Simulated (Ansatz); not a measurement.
Al, bcc: how the functional moves the structure

All rows: Ansatz, plane waves with scalar-relativistic PAW, 420 eV (500 eV for the SCAN forms), relaxed under each functional, no dispersion correction, no zero-point motion. B₀ comes from uniform scaling at fixed shape; a dash is a value not given.

```tsv
functional	V (Å³/atom)	cell	B₀ (GPa)	magnetic state	ΔE to fcc (meV/atom)
PBE	16.97	a = 3.238 Å	68	spin not included	96
r²SCAN	16.24	a = 3.191 Å	82	spin not included	114
PBEsol	16.60	a = 3.214 Å	73	spin not included	99
LDA	16.24	a = 3.190 Å	73	spin not included	101
revPBE	17.20	a = 3.252 Å	67	spin not included	96
RPBE	17.27	a = 3.257 Å	67	spin not included	96
BLYP	18.19	a = 3.313 Å	47	spin not included	84
```

LDA gives the smallest volume and BLYP the largest.
